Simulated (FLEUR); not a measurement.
# Pb (Fm-3m) in FLEUR: a series of runs, part 2 of 2

FLEUR MaX-R8.1 (later development tree).

### Step 3. Single point, PBEsol (cell strained at random at fixed volume)

Input file inp.xml:

```xml
<?xml version="1.0" encoding="UTF-8" standalone="no"?>
<fleurInput fleurInputVersion="0.39">
   <comment>
      Pb                                                                                                  
   </comment>
   <calculationSetup>
      <cutoffs Kmax="4.1" Gmax="12.7" GmaxXC="12.7" numbands="0"/>
      <scfLoop itmax="60" minDistance="0.00001" maxIterBroyd="15" imix="Anderson" alpha="0.05" precondParam="0.0" spinf="2.0" sdNocoIR="T"/>
      <coreElectrons ctail="T" frcor="F" kcrel="0" coretail_lmax="0"/>
      <xcFunctional name="PBEs" relativisticCorrections="F"/>
      <magnetism jspins="1"/>
      <soc l_soc="F" theta="0.0" phi="0.0" spav="F"/>
      <expertModes spex="0" secvar="F"/>
      <geometryOptimization l_f="T" forcealpha="1.0" forcemix="BFGS" epsdisp="0.0005" epsforce="0.0002"/>
      <ldaU l_linMix="F" mixParam="0.05" spinf="1.0"/>
   </calculationSetup>
   <cell>
      <bzIntegration valenceElectrons="20.0" mode="hist" fermiSmearingEnergy="0.00183747">
         <kPointListSelection listName="default-1"/>
         <!-- k-points included here -->
         <xi:include xmlns:xi="http://www.w3.org/2001/XInclude" href="kpts.xml"> </xi:include>
      </bzIntegration>
      <!-- symmetry operations included here -->
      <xi:include xmlns:xi="http://www.w3.org/2001/XInclude" href="sym.xml"> </xi:include>
      <bulkLattice scale="1.0">
         <bravaisMatrix>
            <row-1>   -0.0131581630055898     4.6670263743066265     4.6268602455282535</row-1>
            <row-2>    4.6252690961313396    -0.0509904800200818     4.6646925625427453</row-2>
            <row-3>    4.6370553179704705     4.7166449131602484    -0.0627767018592120</row-3>
         </bravaisMatrix>
      </bulkLattice>
   </cell>
   <atomSpecies>
      <species name="Lead (Pb)" element="Pb" atomicNumber="82">
         <mtSphere radius="2.66" gridPoints="879" logIncrement="0.015"/>
         <atomicCutoffs lmax="10" lnonsphr="10"/>
         <electronConfig flipSpins="F">
            <coreConfig>(1s1/2) (2s1/2) (2p1/2) (2p3/2) (3s1/2) (3p1/2) (3p3/2) (4s1/2) (3d3/2) (3d5/2) (4p1/2) (4p3/2) (4d3/2) (4d5/2) (4f5/2) (4f7/2) (5s1/2)</coreConfig>
            <valenceConfig>(5p1/2) (5p3/2) (6s1/2) (5d3/2) (5d5/2) (6p1/2) (6p3/2)</valenceConfig>
            <stateOccupation state="(6p1/2)" spinUp="0.333333" spinDown="0.333333"/>
            <stateOccupation state="(6p3/2)" spinUp="0.666667" spinDown="0.666667"/>
         </electronConfig>
         <energyParameters s="6" p="6" d="5" f="5"/>
         <lo type="SCLO" l="1" n="5" eDeriv="0"/>
         <lo type="SCLO" l="1" n="5" eDeriv="1"/>
         <lo type="SCLO" l="0" n="6" eDeriv="2"/>
         <lo type="SCLO" l="2" n="5" eDeriv="2"/>
         <lo type="SCLO" l="3" n="5" eDeriv="2"/>
      </species>
   </atomSpecies>
   <atomGroups>
      <atomGroup species="Lead (Pb)">
         <relPos label="                   1">.0000000000 .0000000000 .0000000000</relPos>
         <force calculate="T" relaxXYZ="TTT"/>
      </atomGroup>
   </atomGroups>
   <output dos="F" band="F" slice="F">
      <checks vchk="F" cdinf="F"/>
      <bandDOS minEnergy="-.5*Htr" maxEnergy="0.5*Htr" sigma="0.015" storeEVData="T"/>
      <vacuumDOS vacdos="F" integ="F" star="F" nstars="0" locx1="0.0" locy1="0.0" locx2="0.0" locy2="0.0" nstm="0" tworkf="0.0"/>
      <unfoldingBand unfoldBand="F" supercellX="1" supercellY="1" supercellZ="1"/>
      <plotting iplot="0" polar="F">
         <plot TwoD="T" vec1="  1.0  0.0  0.0" vec2="  0.0  1.0  0.0" vec3="  0.0  0.0  1.0" zero="  0.0  0.0  0.0" file="plot"/>
      </plotting>
      <chargeDensitySlicing numkpt="0" minEigenval="0.0" maxEigenval="0.0" nnne="0" pallst="F"/>
      <specialOutput eonly="F"/>
      <moessbauerParams electricFieldGradient="T" isomerShift="T" coreHyperfine="T" valenceHyperfine="T"/>
      <magneticCircularDichroism mcd="F" energyLo="-10.0" energyUp="0.0"/>
   </output>
  <!-- We include the file relax.xml here to enable relaxations (see documentation) -->
  <xi:include xmlns:xi="http://www.w3.org/2001/XInclude" href="relax.xml"> <xi:fallback/> </xi:include>
</fleurInput>
```

Input file crystal.txt:

```
Pb
&input cartesian=F /
-0.0069630000  2.4696840000  2.4484290000
2.4475870000  -0.0269830000  2.4684490000
2.4538240000  2.4959410000  -0.0332200000
1.8897261246
1.0 1.0 1.0

1
82 -0.0123650000  0.0070870000  0.0165600000

&kpt div1=9 div2=9 div3=9 gamma=T /
```

Potentials or basis: all-electron, FLAPW.

Command:

```console
> inpgen -f crystal.txt -profile fastHighL
> # inp.xml edited to the form shown
> fleur_MPI
```

The program printed:

```text
Welcome to FLEUR        (www.flapw.de)
      MaX-Release 8.1          (www.max-centre.eu)

 ========== k-point set info ==========
 Selected k-point list: default-1
 k-point list type: mesh
 9 x 9 x 9
 Number of k points: 365

 ------------Calculation Setup---------------------------
 Number of MPI-tasks      :            1
 Number of PE/node        :            1
 Number of OMP-threads    :            1
 Most efficient MPI parallelization for:
           1           5          73         365
 Additional eigenvalue parallelization possible
 Number of basis functions:          294
 Approximate size of matrices (H+S) per k-point:         0.001 GB
 --------------------------------------------------------
 Iteration:     1   Distance:      11.00494423 me/bohr^3
 Iteration:     2   Distance:      10.35454296 me/bohr^3
 Iteration:     3   Distance:       3.29205398 me/bohr^3
 Iteration:     4   Distance:       0.24152572 me/bohr^3
 Iteration:     5   Distance:       0.24152960 me/bohr^3
 Iteration:     6   Distance:       0.04864873 me/bohr^3
 Iteration:     7   Distance:       0.00275954 me/bohr^3
 Iteration:     8   Distance:       0.00204233 me/bohr^3
 Iteration:     9   Distance:       0.00018762 me/bohr^3
 Iteration:    10   Distance:       0.00008964 me/bohr^3
 Iteration:    11   Distance:       0.00003538 me/bohr^3
 Iteration:    12   Distance:       0.00000218 me/bohr^3

 ********************************************************************
 Run finished successfully
 Stop message:
   Structural relaxation: Done
 ********************************************************************
```

out.xml (last iteration):

```text
<iteration numberForCurrentRun="   13" overallNumber="   13">
         <energyParameters units="Htr">
            <atomicEP atomType="1" spin="1" branch="6s" branchLowest="-4.84" branchHighest="0.60" value="-0.0353088740"/>
            <atomicEP atomType="1" spin="1" branch="6p" branchLowest="-2.70" branchHighest="1.43" value="0.2446192797"/>
            <atomicEP atomType="1" spin="1" branch="5d" branchLowest="-14.29" branchHighest="-0.27" value="-0.2964923787"/>
            <atomicEP atomType="1" spin="1" branch="5f" branchLowest="-4.44" branchHighest="1.89" value="0.5828729992"/>
            <loAtomicEP atomType="1" spin="1" branch="5p" branchLowest="-23.21" branchHighest="-2.70" value="-2.7654688750"/>
            <loAtomicEP atomType="1" spin="1" branch="5p" branchLowest="-23.21" branchHighest="-2.70" value="-2.7654688750"/>
            <loAtomicEP atomType="1" spin="1" branch="6s" branchLowest="-4.84" branchHighest="0.60" value="-0.0353088740"/>
            <loAtomicEP atomType="1" spin="1" branch="5d" branchLowest="-14.29" branchHighest="-0.27" value="-0.3280891706"/>
            <loAtomicEP atomType="1" spin="1" branch="5f" branchLowest="-4.44" branchHighest="1.89" value="0.5828602926"/>
         </energyParameters>
         <eigenvalues>
            <eigenvaluesAt spin="1" ikpt="1" k_x="0.00000000" k_y="0.00000000" k_z="0.00000000">
                      -2.7002039083       -2.7001556821       -2.7000700425       -0.3364906454       -0.3356179634
                      -0.3354192864       -0.3308476788       -0.3302928990       -0.1434475280        0.5530540634
                       0.5604225451        0.5710283911        0.6480881509        0.7025275359        0.7389882117
                       0.7510413125
            </eigenvaluesAt>
            <eigenvaluesAt spin="1" ikpt="2" k_x="0.00000000" k_y="0.00000000" k_z="0.11111111">
                      -2.7002149416       -2.7001591054       -2.7000726724       -0.3363008751       -0.3352617437
                      -0.3349159497       -0.3307603210       -0.3302778998       -0.1348774334        0.4666738826
                       0.5506111529        0.5597112638        0.6365530746        0.7407050368        0.7680559190
                       0.7757135662
            </eigenvaluesAt>
            <eigenvaluesAt spin="1" ikpt="3" k_x="0.00000000" k_y="0.00000000" k_z="0.22222222">
                      -2.7002451911       -2.7001663138       -2.7000795329       -0.3363063371       -0.3348250391
                      -0.3343028627       -0.3297014325       -0.3295605777       -0.1092638296        0.3408745038
                       0.5313180139        0.5363359770        0.6250900509        0.7243216742        0.7530207698
                       0.7605668858
            </eigenvaluesAt>
            <eigenvaluesAt spin="1" ikpt="4" k_x="0.00000000" k_y="0.00000000" k_z="0.33333333">
                      -2.7002811983       -2.7001730928       -2.7000872905       -0.3366457871       -0.3351550674
                      -0.3346338804       -0.3277692474       -0.3273937012       -0.0683077761        0.2283517129
                       0.5108879572        0.5157745485        0.6216972931        0.6795533722        0.7212848406
                       0.7275232483
            </eigenvaluesAt>
         </eigenvalues>
         <bandgap value="0.0010171710" units="eV"/>
         <sumValenceSingleParticleEnergies value="-19.1208407938" units="Htr"/>
         <FermiEnergy value="0.2837091649" units="Htr"/>
         <valenceDensity>
            <mtCharges spin="1">
               <mtCharge atomType="1" total="18.0168099" s="1.4159841" p="6.7682776" d="9.8231641" f="0.0084117"/>
            </mtCharges>
            <spinDependentCharge spin="1" total="20.0000000" interstitial="1.9831901" mtSpheres="18.0168099"/>
            <totalCharge value="20.0000000000"/>
         </valenceDensity>
         <coreStates atomType="     1" atomicNumber=" 82" spin="1" kinEnergy="  24098.8024384503" eigValSum=" -12917.8834536551" lostElectrons=" 0.000046">
            <state n="1" l="0" j="0.5" energy="-3231.7700506476" weight="1.0000000000"/>
            <state n="2" l="0" j="0.5" energy="-577.1949075274" weight="1.0000000000"/>
            <state n="2" l="1" j="0.5" energy="-554.2574775878" weight="1.0000000000"/>
            <state n="2" l="1" j="1.5" energy="-473.8185416094" weight="2.0000000000"/>
            <state n="3" l="0" j="0.5" energy="-138.2060349430" weight="1.0000000000"/>
            <state n="3" l="1" j="0.5" energy="-127.8643983120" weight="1.0000000000"/>
[... 9 lines left out ...]
            <state n="4" l="3" j="3.5" energy="-4.3580612841" weight="4.0000000000"/>
            <state n="5" l="0" j="0.5" energy="-4.8441696655" weight="1.0000000000"/>
         </coreStates>
         <allElectronCharges>
            <spinDependentCharge spin="1" total="82.0000000" interstitial="1.9832357" mtSpheres="80.0167643"/>
            <totalCharge value="82.0000000012"/>
         </allElectronCharges>
         <moessbauerParams unitsHFF="kG" unitsIS="e/bohr^3" unitsEFG="Htr/bohr^2">
            <coreIsomerShift atomType="1" isTotal="2987073.33140">
               <shell n="1" l="0" isomerShift="2453506.67610"/>
               <shell n="2" l="0" isomerShift="378633.75012"/>
               <shell n="2" l="1" isomerShift="30061.12644"/>
               <shell n="3" l="0" isomerShift="87542.05734"/>
               <shell n="3" l="1" isomerShift="7805.67223"/>
               <shell n="4" l="0" isomerShift="22664.87396"/>
               <shell n="3" l="2" isomerShift="0.00327"/>
               <shell n="4" l="1" isomerShift="1996.87925"/>
               <shell n="4" l="2" isomerShift="0.00091"/>
               <shell n="4" l="3" isomerShift="0.00000"/>
               <shell n="5" l="0" isomerShift="4862.29177"/>
            </coreIsomerShift>
            <isomerShift atomType="1" nucleusRadius="0.0001398" averageDensity="2987630.20493"/>
            <electricFieldGradient atomType="1" VXX="0.00161" VYY="0.23580" VZZ="-0.23741" asymParam="0.98641">
            </electricFieldGradient>
         </moessbauerParams>
         <totalEnergy                                    value="   -20922.6692469423" units="Htr">
            <sumOfEigenvalues                            value="   -12937.0042944489">
               <coreElectrons value="-12917.8834536551"/>
               <valenceElectrons value="-19.1208407938"/>
            </sumOfEigenvalues>
            <densityCoulombPotentialIntegral value="-36787.5329589668"/>
            <densityEffectivePotentialIntegral value="-37294.2698067838"/>
            <chargeDenXCDenIntegral value="-384.6463956041"/>
            <FockExchangeEnergyValence value="0.0000000000"/>
            <FockExchangeEnergyCore value="0.0000000000"/>
            <atomTypeDependentContributions atomType="1">
               <electronNucleiInteractionDifferentMTs value="26460.7486950102"/>
               <MadelungTerm value="-40.7731891796"/>
            </atomTypeDependentContributions>
            <tkbTimesEntropy value="0.0001178000"/>
            <freeEnergy value="-20922.6693647423"/>
            <extrapolationTo0K value="-20922.6693058423"/>
         </totalEnergy>
         <totalForcesOnRepresentativeAtoms units="Htr/bohr">
            <forceTotal atomType="1" x="0.000000" y="0.000000" z="0.000000" F_x="0.00000000" F_y="0.00000000" F_z="0.00000000"/>
         </totalForcesOnRepresentativeAtoms>
      </iteration>
```

It took 5.1 min on 1 thread of Arm Neoverse V1, shared host; peak memory 0.1 GiB.

What came out:

```yaml
Free_energy: -569334.8374 eV
Band_gap_on_the_k_mesh: none (metal or under the smearing width)
Valence_electrons_inside_the_program's_atomic_spheres: Pb 18.02 (radii Pb 2.66 bohr)
```

Levels at points of the mesh, in eV from the Fermi level:
```
           k point  band 7  band 8  band 9  band 10  band 11  band 12  band 13  band 14
(0.00, 0.00, 0.00)  -16.72  -16.71  -11.62     7.33     7.53     7.82     9.92    11.40
```

Core levels (eV from the Fermi level):
```tsv
atom	levels
1 Pb	1s1/2 -87948.7, 2s1/2 -15714.0, 2p1/2 -15089.8, 2p3/2 -12901.0, 3s1/2 -3768.5, 3p1/2 -3487.1, 3p3/2 -2998.7, 4s1/2 -849.7, 3d3/2 -2536.6, 3d5/2 -2432.6, 4p1/2 -728.0, 4p3/2 -608.4, 4d3/2 -410.2, 4d5/2 -387.9, 4f5/2 -131.3, 4f7/2 -126.3, 5s1/2 -139.5
```

Spin-orbit coupling is left out, which matters for the levels of Pb.
